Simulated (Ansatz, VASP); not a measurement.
**BAs: VASP beside Ansatz**

Contents of INCAR:

```
SYSTEM = BAs
ALGO = Normal ; EDIFF = 1E-6
ENCUT = 520 ; GGA = PE
ISIF = 2 ; ISMEAR = 0
LASPH = .True. ; LCHARG = .False.
LREAL = .False. ; LWAVE = .False.
NBANDS = 11 ; NELM = 100
PREC = Accurate ; SIGMA = 0.02
```

File KPOINTS:

```
k-points
0
Gamma
  10 10 10
  0 0 0
```

The input POSCAR:

```
BAs
1.0
    0.0000000000      2.4515684729      2.4515684729
    2.4515684729      0.0000000000      2.4515684729
    2.4515684729      2.4515684729      0.0000000000
B As
1 1
Direct
    0.0000000000      0.0000000000      0.0000000000
    0.2500000000      0.2500000000      0.2500000000
```

Input for Ansatz:

```yaml
crystal:
  lattice:
    - [0.0, 2.4515684729, 2.4515684729]
    - [2.4515684729, 0.0, 2.4515684729]
    - [2.4515684729, 2.4515684729, 0.0]
  atoms:
    - { symbol: B, position: [0.0, 0.0, 0.0] }
    - { symbol: As, position: [0.25, 0.25, 0.25] }
basis:
  ecutwfc: 420
kpoints:
  mp_grid: { grid: [10, 10, 10] }
hamiltonian:
  xc: pbe
scf:
  occupations: { method: gaussian, width: 0.02 }
output:
  forces: true
  stress: true
  eigenvalues: true
```

Alike in both runs: task single point; functional PBE; k mesh 10 × 10 × 10; occupations gaussian, width 0.02 eV; no spin polarisation.

```csv
,VASP,Ansatz
version,VASP 6.6.1,Ansatz 0.2.0
potentials or method,"VASP PAW PBE potentials, release 64 (B, As)","scalar-relativistic, plane waves, PAW"
plane-wave cutoff (eV),520,420
valence electrons in the cell,8,18
```

```tsv
	VASP	Ansatz	Ansatz less VASP
gap on the k mesh at the Fermi level (eV)	1.25	1.26	+0.007
least direct gap on the mesh (eV)	3.18	3.19	+0.004
pressure (GPa)	-6.3	-6.8	-0.44
```

The two sets of potentials don't hold the same shells in valence.

A k mesh can miss the band edges. A hybrid or GW would open this gap; PBE tends to underestimate it.
